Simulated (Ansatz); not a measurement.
**CdS: band gap under strain**

Aim: follow the gap of CdS built on the zincblende prototype through these states: -2.0 % equal strain in all directions; -1.0 % equal strain in all directions; +1.0 % equal strain in all directions. The table at the end shows which levels were run.

Code: Ansatz 0.2.0. PAW datasets, plane waves. The values are computed, spin-unpolarised, and not measurements.

### Step 1. The cell

The unstrained cell was relaxed with r2SCAN; in each strained cell the atoms were relaxed again with r2SCAN. Names of k-points are those of the unstrained zone, where strain can split equivalent points. First state: -2.0 % equal strain in all directions.

The symmetry is F-43m (No. 216, cubic); a = 5.761 Å in the conventional setting, 23.90 Å³ an atom. Near Cd stand 4 S at 2.49 Å; near S stand 4 Cd at 2.49 Å.

As a file:

```cif
data_structure
_symmetry_space_group_name_H-M 'F-43m'
_symmetry_Int_Tables_number 216
_cell_length_a 5.7609
_cell_length_b 5.7609
_cell_length_c 5.7609
_cell_angle_alpha 90.000
_cell_angle_beta 90.000
_cell_angle_gamma 90.000
_cell_volume 191.19
loop_
_atom_site_label
_atom_site_type_symbol
_atom_site_symmetry_multiplicity
_atom_site_Wyckoff_symbol
_atom_site_fract_x
_atom_site_fract_y
_atom_site_fract_z
_atom_site_occupancy
Cd1 Cd 4 a 0.00000 0.00000 0.00000 1
S1 S 4 d 0.25000 0.25000 0.75000 1
```

From earlier runs on the unstrained cell: PBE 1.10 eV, r2SCAN 1.54 eV, HSE06 2.11 eV, r2SCAN+SOC 1.53 eV, G0W0 1.76 eV (on its mesh); a = 5.878 Å.

### Step 2. -2.0 % equal strain in all directions: PBE

The input, input.yaml:

```yaml
crystal:
  lattice:
    - [0.0, 2.8804305462, 2.8804305462]
    - [2.8804305462, 0.0, 2.8804305462]
    - [2.8804305462, 2.8804305462, 0.0]
  atoms:
    - { symbol: Cd, position: [0.0, 0.0, 0.0] }
    - { symbol: S, position: [0.25, 0.25, 0.25] }
kpoints:
  mp_grid: { grid: [8, 8, 8] }
  band_path:
    path:
      - [0.0, 0.0, 0.0]
      - [-0.5, -0.5, 0.0]
      - [-0.375, -0.375, 0.25]
      - [-0.375, 0.0, 0.375]
      - [0.0, 0.0, 0.5]
      - [-0.5, -0.25, 0.25]
    npoints: 1
hamiltonian:
  xc: pbe
scf:
  occupations: { method: fermi_dirac, width: 0.02 }
  n_extra_bands: 4
output:
  forces: true
  stress: true
  eigenvalues: true
  write_density: true
  write_potential: true
  elf: true
  volumetric_format: npy
```

The run is started by

```console
$ ansatz run input.yaml --threads 2 --pin off --max-ram 20275MiB --backend cpu --events-out ev --progress --plain --runs-dir out
```

After this run come: -2.0 % equal strain in all directions: r2SCAN; -2.0 % equal strain in all directions: HSE06; -2.0 % equal strain in all directions: r2SCAN+SOC; -2.0 % equal strain in all directions: r2SCAN; -2.0 % equal strain in all directions: G0W0@PBE; -1.0 % equal strain in all directions: PBE; -1.0 % equal strain in all directions: r2SCAN; -1.0 % equal strain in all directions: HSE06; -1.0 % equal strain in all directions: r2SCAN+SOC; -1.0 % equal strain in all directions: r2SCAN; -1.0 % equal strain in all directions: G0W0@PBE; +1.0 % equal strain in all directions: PBE; +1.0 % equal strain in all directions: r2SCAN; +1.0 % equal strain in all directions: HSE06; +1.0 % equal strain in all directions: r2SCAN+SOC; +1.0 % equal strain in all directions: r2SCAN; +1.0 % equal strain in all directions: G0W0@PBE.

**Question.** What will these runs give?

As calculated:

Least gap in eV (negative: overlap), with the change from the unstrained cell in brackets. G0W0 is on its own coarse mesh.

| state | volume change (%) | PBE | r2SCAN | HSE06 | G0W0 |
| --- | --- | --- | --- | --- | --- |
| -2.0 % equal strain in all directions | -5.9 | 1.22 (+0.12) | 1.68 (+0.14) | 2.25 (+0.14) | 1.93 (+0.17) |
| -1.0 % equal strain in all directions | -3.0 | 1.16 (+0.06) | 1.61 (+0.07) | 2.18 (+0.07) | 1.85 (+0.09) |
| +1.0 % equal strain in all directions | +3.0 | 1.03 (-0.07) | 1.47 (-0.07) | 2.03 (-0.08) | 1.66 (-0.10) |

What this shows: The largest move of the HSE06 gap in the table is +0.146 eV, under -2.0 % equal strain in all directions. PBE and HSE06 differ by 1.01 eV on the unstrained gap, and by at most 0.02 eV on its change: PBE follows the response to strain far better than the gap itself. The G0W0 figures hold for the stated bands, cutoff and mesh and aren't extrapolated.
